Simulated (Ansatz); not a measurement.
Gas-phase electronic energies from Ansatz, PBE0-D4/def2-TZVP geometries. CCSD(T)/CBS adds triple-zeta CCSD(T) − MP2 to the extrapolated MP2 energy (def2 sets, frozen cores). This one scheme is used for every species. Functionals use def2-TZVPP. One conformer a species, not always the lowest.

Consider the formal exchange of groups at a C–C bond: `COC(=O)CC(=O)C(F)(F)F` + `CCC` → `COC(=O)CC(=O)C(C)C` + `FC(F)F`.

`COC(=O)CC(=O)C(F)(F)F`:

Cartesian coordinates in Å:
```
C 0.139 -0.821 2.834
O -0.094 -1.139 1.461
C -0.371 -0.098 0.679
O -0.422 1.041 1.049
C -0.642 -0.554 -0.738
C -0.602 0.613 -1.689
O -1.562 1.187 -2.099
C 0.808 1.018 -2.187
F 1.711 0.953 -1.205
F 0.823 2.230 -2.701
F 1.182 0.144 -3.135
H 0.990 -0.147 2.928
H 0.345 -1.769 3.324
H -0.741 -0.347 3.269
H -1.644 -0.987 -0.773
H 0.079 -1.325 -1.017
```

`CCC`:

Cartesian coordinates in Å:
```
C -0.117 1.125 0.610
C 0.151 0.197 -0.562
C 0.005 -1.270 -0.194
H 0.575 0.928 1.434
H -1.132 0.987 0.996
H -0.008 2.174 0.328
H -0.533 0.437 -1.383
H 1.160 0.378 -0.948
H 0.202 -1.922 -1.049
H -1.005 -1.487 0.164
H 0.701 -1.547 0.603
```

`COC(=O)CC(=O)C(C)C`:

Cartesian coordinates in Å:
```
C 0.538 -2.762 2.625
O 1.193 -1.774 1.833
C 0.588 -1.475 0.683
O -0.431 -1.992 0.307
C 1.325 -0.392 -0.062
C 0.514 0.902 -0.012
O 0.825 1.780 0.749
C -0.656 1.005 -0.965
C -1.697 1.986 -0.461
C -0.121 1.410 -2.341
H 1.154 -2.885 3.512
H 0.462 -3.703 2.077
H -0.464 -2.430 2.897
H 2.300 -0.212 0.383
H 1.427 -0.726 -1.097
H -1.089 0.002 -1.046
H -2.094 1.680 0.508
H -2.528 2.050 -1.167
H -1.265 2.981 -0.343
H 0.337 2.402 -2.298
H 0.623 0.707 -2.723
H -0.941 1.446 -3.061
```

`FC(F)F`:

Cartesian coordinates in Å:
```
F 0.935 -0.175 -0.903
C 0.027 0.009 0.053
F -0.718 1.064 -0.268
F -0.759 -1.065 0.101
H 0.516 0.166 1.017
```

```json
{"species": "`COC(=O)CC(=O)C(F)(F)F`", "r2SCAN energy (Eh)": "-718.71797"}
{"species": "`CCC`", "r2SCAN energy (Eh)": "-119.10273"}
{"species": "`COC(=O)CC(=O)C(C)C`", "r2SCAN energy (Eh)": "-499.58034"}
{"species": "`FC(F)F`", "r2SCAN energy (Eh)": "-338.25092"}
```

(1) Work out ΔE.

Largest T1 diagnostic among the species: 0.014.

Answers

(1) ΔE = (-499.58034) + (-338.25092) − (-718.71797) − (-119.10273) = -0.01056 Eh = -27.7 kJ/mol. CCSD(T)/CBS gives -34.4 kJ/mol.

At CCSD(T), def2-SVP lies +11.2 kJ/mol from the extrapolated value and def2-TZVPP +1.0 kJ/mol. The D4 term adds −6.1 kJ/mol with B3LYP and −3.8 kJ/mol with PBE0; it sums over pairs of atoms, weighted by their polarisabilities, and B3LYP, whose exchange is more repulsive, gets the larger term.

B3LYP here is the variant with VWN-RPA as its local correlation; programs differ in this.
